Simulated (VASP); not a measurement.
Write the native input for VASP 6.6.1 that does the following.

```
Task                   : band structure
Functional             : MS2
Potentials or basis    : VASP PAW PBE potentials, release 64 (Mo_sv, Se)
Cutoff                 : 520 eV
k mesh                 : 9 × 9 × 2
Occupations            : fermi-dirac, width 0.05 eV
Spin                   : no spin polarisation
Further INCAR settings : ALGO = Normal; EDIFF = 1e-06; NBANDS = 35
```

The structure of MoSe2 lies in POSCAR:

```
MoSe2
1.0
    3.2880000000      0.0000000000      0.0000000000
   -1.6440000000      2.8474915276      0.0000000000
    0.0000000000      0.0000000000     12.9000000000
Mo Se
2 4
Direct
    0.6666666667      0.3333333333      0.7500000000
    0.3333333333      0.6666666667      0.2500000000
    0.6666666667      0.3333333333      0.3750000000
    0.3333333333      0.6666666667      0.8750000000
    0.6666666667      0.3333333333      0.1250000000
    0.3333333333      0.6666666667      0.6250000000
```

These files were run (other wordings do the same):

INCAR

```
PREC = Accurate
ENCUT = 520
EDIFF = 1E-6
ISMEAR = -1
SIGMA = 0.05
LREAL = False
LASPH = True
NELM = 80
ALGO = Normal
ISIF = 2
LWAVE = False
LCHARG = False
LMAXMIX = 4
METAGGA = MS2
LMIXTAU = True
NBANDS = 35
```

KPOINTS

```
regular mesh
0
Gamma
  9 9 2
```

KPOINTS_OPT

```
path GMKGALHA,LM,KH
10
line-mode
reciprocal
 0.0000000000  0.0000000000  0.0000000000  G
 0.5000000000  0.0000000000  0.0000000000  M

 0.5000000000  0.0000000000  0.0000000000  M
 0.3333333333  0.3333333333  0.0000000000  K

 0.3333333333  0.3333333333  0.0000000000  K
 0.0000000000  0.0000000000  0.0000000000  G

 0.0000000000  0.0000000000  0.0000000000  G
 0.0000000000  0.0000000000  0.5000000000  A

 0.0000000000  0.0000000000  0.5000000000  A
 0.5000000000  0.0000000000  0.5000000000  L

 0.5000000000  0.0000000000  0.5000000000  L
 0.3333333333  0.3333333333  0.5000000000  H

 0.3333333333  0.3333333333  0.5000000000  H
 0.0000000000  0.0000000000  0.5000000000  A

 0.5000000000  0.0000000000  0.5000000000  L
 0.5000000000  0.0000000000  0.0000000000  M

 0.3333333333  0.3333333333  0.0000000000  K
 0.3333333333  0.3333333333  0.5000000000  H
```

Potentials or basis: VASP PAW PBE potentials, release 64 (Mo_sv, Se).

Run with:

```sh
$ cat potpaw_PBE.64/Mo_sv/POTCAR potpaw_PBE.64/Se/POTCAR > POTCAR
$ mpirun -np 1 vasp_std > vasp.out
```

Results of the run:

| Property | Result |
| --- | --- |
| Pressure | 5.1 GPa |
| Largest force | 0.861 eV/Å |
| Band gap on the k mesh | 0.94 eV, indirect (least direct gap 1.39 eV) |
| Band gap along the path | 0.94 eV, indirect (least direct gap 1.39 eV) |

Caveat: the PAW data sets were made with another functional, which shifts forces and pressure a little; the cell's inner coordinates are idealised or old, which leaves forces on the atoms.

Wall time 15 min on 1 thread of Intel(R) Xeon(R) Platinum 8488C (Sapphire Rapids), on a shared host, peak memory 0.31 GiB.
